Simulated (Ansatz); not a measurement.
A plane-wave DFT run in Ansatz 0.2.0 (scalar-relativistic PAW potentials unless the input names others): input and command.

```yaml
crystal:
  lattice:
    - [4.1210459678, 0.0, 0.0]
    - [0.0, 5.8280390988, 0.0]
    - [0.0, 0.0, 25.3026149195]
  atoms:
    - { symbol: In, position: [0.5, 0.5, 0.2964120516] }
    - { symbol: P, position: [0.0, 0.25, 0.2964120516] }
    - { symbol: In, position: [0.0, 0.0, 0.377847231] }
    - { symbol: P, position: [0.5, 0.75, 0.377847231] }
    - { symbol: In, position: [0.5, 0.5, 0.4592824103] }
    - { symbol: P, position: [0.0, 0.25, 0.4592824103] }
    - { symbol: In, position: [0.0, 0.0, 0.5407175897] }
    - { symbol: P, position: [0.5, 0.75, 0.5407175897] }
    - { symbol: In, position: [0.5, 0.5, 0.622152769] }
    - { symbol: P, position: [0.0, 0.25, 0.622152769] }
    - { symbol: In, position: [0.0, 0.0, 0.7035879484] }
    - { symbol: P, position: [0.5, 0.75, 0.7035879484] }
kpoints:
  mp_grid: { grid: [9, 6, 1], shift: [0.5, 0.5, 0.0] }
hamiltonian:
  xc: lda
scf:
  occupations: { method: gaussian, width: 0.05 }
  mixing: { preconditioner: resta }
output:
  forces: true
  eigenvalues: true
  stress: true
efield:
  axis: 3
  dipole_correction: true
  ramp_width: 0.04
accuracy: medium
```

```bash
ansatz run input.yaml --threads 4 --pin off --max-ram 8192MiB --backend cpu --events-out ev --progress --plain --runs-dir out
```

Abridged log:
```
Basis set: ecut = 420 eV, 11811 PW (Γ)
Bands: 66, of which v1, the nominal top of the filled ones, is band 54 counted from 1 (53 counted from 0)
Symmetry: 2 space group operations
k-points: 15 of 54 (time reversal used)
SCF iter   1: F=—  HF=-37097.796824 eV  |F-HF|=—  |Δ(HF+E_count)|=         —  Δρ=5.41e-3  dr2=2.22e-1  ethr=1.77e-3  p=0.000 e·Å  D=5.44e-14 V/Å  ΔV_dip= 0.00 eV  dr2_dipole=1.04e-7  V_vac-E_F(+/−)=4.54/4.54 eV  ⟨swp⟩=9.1  Hψ=4644  notcnv=0  defer=30
efield: sawtooth ramp at fractional position 0.9800 (placed from the atoms, in the widest stretch of the axis that holds none; the zero of the levels goes with the place), width 0.0400; the density the first Hamiltonian is built on has a dipole p = 0.000 e·Å; the dipole correction subtracts the counter field D = 5.44e-14 V/Å, which shifts the + side's vacuum level by  0.00 eV against the − side's; the planar-averaged density in the ramp window peaks in size at 4.9e-6 e/Å³
SCF iter   2: F=—  HF=-37097.753316 eV  |F-HF|=—  |Δ(HF+E_count)|=   4.35e-2  Δρ=2.24e-3  dr2=9.99e-2  ethr=2.05e-4  p=0.000 e·Å  D=5.20e-5 V/Å  ΔV_dip= 0.00 eV  dr2_dipole=1.43e-6  V_vac-E_F(+/−)=4.74/4.75 eV  ⟨swp⟩=4.5  Hψ=2303  notcnv=0  defer=79  κ⁻¹=1.0e0(r=1)
SCF iter   3: F=—  HF=-37097.741744 eV  |F-HF|=—  |Δ(HF+E_count)|=   1.16e-2  Δρ=1.39e-3  dr2=1.63e-2  ethr=9.25e-5  p= 0.000 e·Å  D=-8.01e-5 V/Å  ΔV_dip=0.00 eV  dr2_dipole=3.64e-6  V_vac-E_F(+/−)=4.64/4.64 eV  ⟨swp⟩=2.7  Hψ=1190  notcnv=0  defer=79  κ⁻¹=7.6e-2(r=2)
SCF iter   4: F=—  HF=-37097.739283 eV  |F-HF|=—  |Δ(HF+E_count)|=   2.46e-3  Δρ=3.95e-4  dr2=8.67e-4  ethr=1.51e-5  p=0.001 e·Å  D=2.38e-4 V/Å  ΔV_dip=-0.01 eV  dr2_dipole=3.27e-5  V_vac-E_F(+/−)=4.66/4.67 eV  ⟨swp⟩=2.5  Hψ=1384  notcnv=0  defer=79  κ⁻¹=3.0e-3(r=3)
SCF iter   5: F=—  HF=-37097.739322 eV  |F-HF|=—  |Δ(HF+E_count)|=   3.93e-5  Δρ=1.43e-4  dr2=8.46e-4  ethr=8.02e-7  p=-0.003 e·Å  D=-1.03e-3 V/Å  ΔV_dip=0.03 eV  dr2_dipole=6.13e-4  V_vac-E_F(+/−)=4.68/4.65 eV  ⟨swp⟩=2.1  Hψ=1197  notcnv=0  defer=79  κ⁻¹=3.0e-3(r=4)
SCF iter   6: F=—  HF=-37097.739262 eV  |F-HF|=—  |Δ(HF+E_count)|=   5.99e-5  Δρ=8.22e-5  dr2=1.24e-4  ethr=7.83e-7  p=0.001 e·Å  D=3.36e-4 V/Å  ΔV_dip=-0.01 eV  dr2_dipole=6.46e-5  V_vac-E_F(+/−)=4.66/4.67 eV  ⟨swp⟩=2.0  Hψ=1008  notcnv=0  defer=79  κ⁻¹=2.7e-4(r=5)
SCF iter   7: F=—  HF=-37097.739260 eV  |F-HF|=—  |Δ(HF+E_count)|=   2.60e-6  Δρ=2.63e-5  dr2=5.00e-6  ethr=1.15e-7  p= 0.000 e·Å  D=-6.95e-6 V/Å  ΔV_dip=0.00 eV  dr2_dipole=5.39e-8  V_vac-E_F(+/−)=4.67/4.67 eV  ⟨swp⟩=2.0  Hψ=1043  notcnv=0  defer=79  κ⁻¹=1.6e-5(r=6)
SCF iter   8: F=—  HF=-37097.739292 eV  |F-HF|=—  |Δ(HF+E_count)|=   3.22e-5  Δρ=9.71e-6  dr2=6.66e-7  ethr=4.63e-9  p=0.000 e·Å  D=6.89e-6 V/Å  ΔV_dip= 0.00 eV  dr2_dipole=2.53e-8  V_vac-E_F(+/−)=4.67/4.67 eV  ⟨swp⟩=2.3  Hψ=1765  notcnv=0  defer=79  κ⁻¹=3.0e-6(r=7)
SCF iter   9: F=-37097.739292 eV  HF=-37097.739292 eV  |F-HF|=2.34e-9  |Δ(HF+E_count)|=   1.24e-7  Δρ=2.62e-6  dr2=4.38e-8  ethr=9.26e-11  p= 0.000 e·Å  D=-1.95e-6 V/Å  ΔV_dip=0.00 eV  dr2_dipole=1.30e-9  V_vac-E_F(+/−)=4.67/4.67 eV  ⟨swp⟩=14.9  Hψ=5845  notcnv=0
SCF 1 converged in 9 iterations: F = -37097.739292 eV  dr2 = 4.38e-8
SCF converged after 9 iterations
Stability not checked: this state was not tested for a lower state beside it, because the mixer in use, unlike msr1, does not test its closes by its own steps (another_mixer; see scf.mixing.algorithm and scf.lower_state_search)
Free energy (F): -37097.739292 eV
Harris-Foulkes:  -37097.739292 eV  (|F-HF|=2.34e-9)
Internal energy: -37097.739292 eV  (E = F + TS)
E sigma→0 (E₀):  -37097.739292 eV
Fermi energy:    1.136102 eV
Dipole field:    D = 0.000026 V/Å  (p = 0.000087 e·Å, saw-weighted, corrected)
Work function:   Φ+ = 4.6663 eV   Φ− = 4.6670 eV
Levels:          The Fermi level and band energies are counted from a zero that moves with the ramp; work functions are not
--- Forces (eV/Å), atoms counted from 1 ---
  atom   1  In     0.00000000    -1.03892606     1.13384229
  atom   2  P      0.00000000     0.29182705    -1.04234171
  atom   3  In     0.00000000     0.26051233     0.06350209
  atom   4  P      0.00000000     0.54488770    -0.37267211
  atom   5  In     0.00000000    -0.14966082     0.09806675
  atom   6  P      0.00000000     0.09138000     0.16984850
  atom   7  In     0.00000000    -0.14965469    -0.09805529
  atom   8  P      0.00000000     0.09137880    -0.16984650
  atom   9  In     0.00000000     0.26051498    -0.06349712
  atom  10  P      0.00000000     0.54488387     0.37264941
  atom  11  In     0.00000000    -1.03893737    -1.13384153
  atom  12  P      0.00000000     0.29182840     1.04234101
--- Stress (GPa, compression-positive) ---
       -0.714442       0.000000       0.000000
        0.000000      -0.746672      -0.000005
        0.000000      -0.000005       0.109976
  P = ⅓ Tr σ = -0.4504 GPa (-4.504 kbar)
```

Apart from outputs and empty bands, the input differs from a reference run on usual settings in scf.mixing.preconditioner: not typed → "resta"; accuracy: not typed → "medium"; kpoints.mp_grid.shift: not typed → [0.5, 0.5, 0.0]; basis.ecutwfc: 420 → not typed. The reference, at the same geometry (not necessarily relaxed), gave pressure -0.45 GPa (averaged over a cell that holds vacuum), largest force 1.538 eV/Å, gap on the mesh 0.44 eV. This run converged in 9 SCF iterations (reference: 10) with an energy at zero smearing 0.24 meV/atom below the reference's, pressure -0.45 GPa (averaged over a cell that holds vacuum), largest force 1.538 eV/Å, gap on the mesh 0.68 eV.

It took 33 s on 4 threads of Arm Neoverse V1, on a shared host, peak memory 1.3 GiB.